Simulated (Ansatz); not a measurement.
Crystal: Te.

```
Te
1.0
    -2.95779    3.87597    1.53515
     2.95779   -3.87597    1.53515
     2.95779    3.87597   -1.53515
Te
2
Direct
  0.00093 0.75093 0.25000
  0.99907 0.24907 0.75000
```

This isn't the form of Te at room conditions, which is trigonal, of chains.

The cell isn't the ideal one: the cell as VASP's run set it.

Base run:

```yaml
Program: Ansatz 0.2.0
Functional: PBEsol
Potentials_or_basis: all-electron LAPW, scalar-relativistic
Cutoff: 215 eV (chosen from the basis error)
Basis_error_allowed: 0.001 eV/atom
k_mesh: 10 × 10 × 10
Occupations: gaussian, width 0.1 eV
Spin: no spin polarisation
```

Its results: band gap on the k mesh none (metal or under the smearing width); pressure -1.6 GPa.

Task: The run is repeated on the same cell with these changes: functional from PBEsol to PBE; occupations from gaussian, width 0.1 eV to gaussian, width 0.02 eV. What comes out?

Result: Band gap on the k mesh none (metal or under the smearing width); pressure 0.7 GPa.
